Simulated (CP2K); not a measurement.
The system is Si2Mo.

```
CELL_PARAMETERS angstrom
4.53529 0.00000 0.00000
2.27744 3.92200 0.00000
-3.40636 -1.96100 2.26274
ATOMIC_POSITIONS crystal
Mo 0.00000 0.00000 0.00000
Si 0.66700 0.66700 0.00000
Si 0.33300 0.33300 0.00000
```

Base run:

- Program: CP2K 2026.2
- Functional: PBE
- Potentials or basis: POTENTIAL_UZH Mo GTH-SCAN-q14, Si GTH-SCAN-q4; DZVP-MOLOPT-SR-GTH basis
- Density cutoff: 6123 eV
- k mesh: 12 × 12 × 12
- Occupations: fermi-dirac, width 0.05 eV
- Spin: no spin polarisation

Its results: band gap on the k mesh none (metal or under the smearing width); pressure 1.8 GPa; largest force 0.255 eV/Å.

Problem. The run is repeated on the same cell with these changes: potentials or basis from POTENTIAL_UZH Mo GTH-SCAN-q14, Si GTH-SCAN-q4; DZVP-MOLOPT-SR-GTH basis to GTH_POTENTIALS Mo GTH-PADE-q14, Si GTH-PADE-q4; DZVP-MOLOPT-SR-GTH basis; potentials from Mo GTH-SCAN-q14 of POTENTIAL_UZH, Si GTH-SCAN-q4 of POTENTIAL_UZH to Mo GTH-PADE-q14 of GTH_POTENTIALS, Si GTH-PADE-q4 of GTH_POTENTIALS. What comes out?

Solution. Band gap on the k mesh none (metal or under the smearing width); pressure -2.2 GPa; largest force 0.255 eV/Å.

Caveats: the potentials were made for another functional, which shifts forces and pressure; the basis of atomic orbitals isn't converged, which shifts pressures, moduli and gaps.

Not every run made on this cell is shown here.
